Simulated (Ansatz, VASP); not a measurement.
ZnS: programs and potentials compared

The starting cell:

```
CELL_PARAMETERS angstrom
0.00000 2.70200 2.70200
2.70200 0.00000 2.70200
2.70200 2.70200 0.00000
ATOMIC_POSITIONS crystal
Zn 0.75000 0.75000 0.75000
S 0.00000 0.00000 0.00000
```

Alike in all runs: task relaxation of cell and atoms; functional PBE; dispersion D4; k mesh 9 × 9 × 9; occupations fermi-dirac, width 0.05 eV; no spin polarisation; no spin-orbit coupling.

| program and potentials | plane-wave cutoff (eV) | notes | equilibrium volume (Å³/atom) |
| --- | --- | --- | --- |
| Ansatz, Ansatz PAW | 420 | - | 19.44 |
| VASP, PBE PAW files S, Zn, 600 eV | 600 | - | 19.48 |
| Ansatz, all-electron LAPW, scalar-relativistic | - | - | 19.44 |

The equilibrium volume spans 19.44 (Ansatz, Ansatz PAW) to 19.48 Å³/atom (VASP, PBE PAW files S, Zn, 600 eV), with all-electron results at 19.44. Relaxations stop with a little pressure left, so the last digit of a volume isn't settled.

Differences between rows come from potentials, basis sets and numerical settings, since the functional is the same but for its coding. Runs on potential files found faulty are left out.
